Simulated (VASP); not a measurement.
# NaCl (zincblende), PBE single-point calculation: Ansatz's output and VASP's

```xyz
2
Lattice="0.0000 3.0873 3.0873 3.0873 0.0000 3.0873 3.0873 3.0873 0.0000" Properties=species:S:1:pos:R:3 pbc="T T T"
Na    0.0000    0.0000    0.0000
Cl    1.5436    1.5436    1.5436
```

Ansatz printed

```
SCF 1 converged in 6 iterations: F = -2569.415862 eV  dr2 = 1.67e-9
  greatest PAW one-centre occupation: 0.999 electrons in one spin orbital (limit 2), on the Na atom at site 0 (counted from 0), in its partial waves of l = 0
NSCF: frozen V_eff on 102 k-points
SCF converged after 6 iterations
Free energy (F): -2569.415862 eV
Harris-Foulkes:  -2569.415862 eV  (|F-HF|=2.51e-9)
Internal energy: -2569.415862 eV  (E = F + TS)
E sigma→0 (E₀):  -2569.415862 eV
Fermi energy:    1.500335 eV
--- Per-component energies (eV) ---
  E_band       = -263.515755
  E_kinetic    = 282.914744
  E_local      = -1747.182754  (includes V_loc(G=0)·N_el)
  E_nonlocal   = 143.659767
  E_hartree    = 633.478490
  E_xc         = -146.916642
  E_vxc        = -173.118150  (∫ρ·V_xc dr)
  E_paw        = -922.544754  (= ΣΔE_a)
  E_vpaw       = -36.745947  (= ΣTr[D̂ρ^β])
  E_aug_tail   = 0.000056  (compensation charges beyond the density's cutoff)
  E_ewald      = -812.824770
  E_smearing   = -0.000000  (= −TS)
  E_closure    = 0.000000  (closes the sum)
  Σ components = -2569.415862   (vs F -2569.415862, Δ=0.00e0)
--- Forces (eV/Å), atoms counted from 1 ---
  atom   1  Na     0.00000000    -0.00000000    -0.00000000
  atom   2  Cl    -0.00000000     0.00000000    -0.00000000
  max |Σ_I F_I| component: 4.39e-17 eV/Å
--- Stress (GPa, compression-positive) ---
        0.703912      -0.000000      -0.000000
        0.000000       0.703912       0.000000
       -0.000000       0.000000       0.703912
  P = ⅓ Tr σ = 0.7039 GPa (7.039 kbar)
--- Band table (eV; the first three rows and the last of 29) ---
  k-point 0: bands = ["-49.6848", "-21.6040", "-21.6040", "-21.6040", "-13.1195", "-1.0020", "-1.0020", "-1.0020", "3.9399", "10.1486", "10.1486", "10.1486"]
  k-point 1: bands = ["-49.6848", "-21.6061", "-21.6042", "-21.6042", "-13.0988", "-1.1957", "-1.0161", "-1.0161", "4.2990", "9.7731", "10.2467", "10.2467"]
  k-point 2: bands = ["-49.6847", "-21.6112", "-21.6048", "-21.6048", "-13.0484", "-1.5957", "-1.0493", "-1.0493", "5.1495", "9.0282", "10.1120", "10.1120"]
  k-point 28: bands = ["-49.6845", "-21.6177", "-21.6096", "-21.6078", "-12.9297", "-1.6804", "-1.6255", "-1.3477", "6.8415", "8.5687", "9.0405", "9.6106"]
```

The two codes use different PAW datasets and cutoffs. VASP's cell holds 14 valence electrons and Ansatz's 16. Ansatz's stress includes a Pulay correction; VASP's doesn't. Ansatz solved a whole band path, VASP its corner points and band edges.

**Question.** What does VASP give for the same cell and level of theory?

**Answer.** gap between bands v and c 4.94 eV; least direct gap 4.94 eV; pressure 0.7 GPa.

From OUTCAR

```
k-points           NKPTS =     29   k-points in BZ     NKDIM =     29   number of bands    NBANDS=     14

   NELECT =      14.0000    total number of electrons

   dimension x,y,z NGX =    32 NGY =   32 NGZ =   32
   dimension x,y,z NGXF=    64 NGYF=   64 NGZF=   64

  energy-cutoff  :      520.00
  volume of cell :       58.85
      direct lattice vectors                 reciprocal lattice vectors
     0.000000000  3.087272825  3.087272825    -0.161955236  0.161955236  0.161955236
     3.087272825  0.000000000  3.087272825     0.161955236 -0.161955236  0.161955236
     3.087272825  3.087272825  0.000000000     0.161955236  0.161955236 -0.161955236

 k-points in reciprocal lattice and weights: KPOINTS created by Atomic Simulation Env
   0.00000000  0.00000000  0.00000000       0.002
   0.12500000  0.00000000  0.00000000       0.016
   0.25000000  0.00000000  0.00000000       0.016
   0.37500000  0.00000000  0.00000000       0.016
   0.50000000  0.00000000  0.00000000       0.008
   0.12500000  0.12500000  0.00000000       0.012
   0.25000000  0.12500000  0.00000000       0.047
   0.37500000  0.12500000  0.00000000       0.047
   ...

 E-fermi :  -1.8640

 k-point     1 :       0.0000    0.0000    0.0000
  band No.  band energies     occupation
      1     -23.0004      2.00000
      2     -23.0003      2.00000
      3     -23.0003      2.00000
      4     -14.5201      2.00000
      5      -2.4009      2.00000
      6      -2.4009      2.00000
      7      -2.4009      2.00000
      8       2.5401      0.00000
      9       8.8241      0.00000
     10       8.8241      0.00000
     11       8.8241      0.00000
     12      10.6014      0.00000
     13      10.6014      0.00000
     14      13.0428      0.00000

 k-point     2 :       0.1250    0.0000    0.0000
  band No.  band energies     occupation
      1     -23.0025      2.00000
      2     -23.0006      2.00000
      3     -23.0006      2.00000
      4     -14.4991      2.00000
      5      -2.5947      2.00000
      6      -2.4149      2.00000
      7      -2.4149      2.00000
      8       2.8994      0.00000
      9       8.4320      0.00000
     10       8.9221      0.00000
     11       8.9221      0.00000
     12      10.2462      0.00000
     13      10.2462      0.00000
     14      12.3268      0.00000

 k-point     3 :       0.2500    0.0000    0.0000
  band No.  band energies     occupation
      1     -23.0075      2.00000
      2     -23.0011      2.00000
      3     -23.0011      2.00000
      4     -14.4481      2.00000
      5      -2.9950      2.00000
      6      -2.4480      2.00000
      7      -2.4480      2.00000
      8       3.7505      0.00000
      9       7.6617      0.00000
     10       8.7789      0.00000
     11       8.7789      0.00000
     12      10.3777      0.00000
     13      10.3777      0.00000
     14      11.6392      0.00000

 k-point     4 :       0.3750    0.0000    0.0000
  band No.  band energies     occupation
      1     -23.0126      2.00000
      2     -23.0017      2.00000
      3     -23.0017      2.00000
      4     -14.3963      2.00000
      5      -3.3325      2.00000
      6      -2.4804      2.00000
      7      -2.4804      2.00000
      8       4.6786      0.00000
      9       6.9205      0.00000
     10       8.4080      0.00000
     11       8.4080      0.00000
     12      11.3991      0.00000
     13      11.3991      0.00000
     14      11.5802      0.00000

 k-point     5 :       0.5000    0.0000    0.0000
  band No.  band energies     occupation
      1     -23.0147      2.00000
      2     -23.0019      2.00000
      3     -23.0019      2.00000
      4     -14.3746      2.00000
      5      -3.4594      2.00000
      6      -2.4936      2.00000
      7      -2.4936      2.00000
      8       5.1761      0.00000
      9       6.5164      0.00000
     10       8.2576      0.00000
     11       8.2576      0.00000
     12      11.9623      0.00000
     13      12.4774      0.00000
     14      12.4774      0.00000

 k-point     6 :       0.1250    0.1250    0.0000
  band No.  band energies     occupation
      1     -23.0027      2.00000
      2     -23.0009      2.00000
      3     -23.0009      2.00000
      4     -14.4922      2.00000
      5      -2.6007      2.00000
      6      -2.4471      2.00000
      7      -2.4471      2.00000
      8       3.0130      0.00000
      9       8.3499      0.00000
     10       8.9899      0.00000
     11       8.9899      0.00000
     12       9.4152      0.00000
     13      10.8079      0.00000
     14      13.3116      0.00000

 ...

  Total        0.2547298      0.2547298      0.2547298     -0.0000000     -0.0000000     -0.0000000
  in kB        6.9348216      6.9348216      6.9348216     -0.0000000     -0.0000000     -0.0000000
  external PRESSURE =       6.9348216 kB  Pullay stress =       0.0000000 kB

 POSITION                                       TOTAL-FORCE (eV/Angst)
 -----------------------------------------------------------------------------------
      0.00000      0.00000      0.00000         0.000000     -0.000000      0.000000
      1.54364      1.54364      1.54364        -0.000000      0.000000     -0.000000
 -----------------------------------------------------------------------------------
    total drift:                                0.000002      0.000002      0.000003

  FREE ENERGIE OF THE ION-ELECTRON SYSTEM (eV)
  ---------------------------------------------------
  free  energy   TOTEN  =        -6.6377808576 eV

  energy  without entropy=       -6.6377808576  energy(sigma->0) =       -6.63778086
```
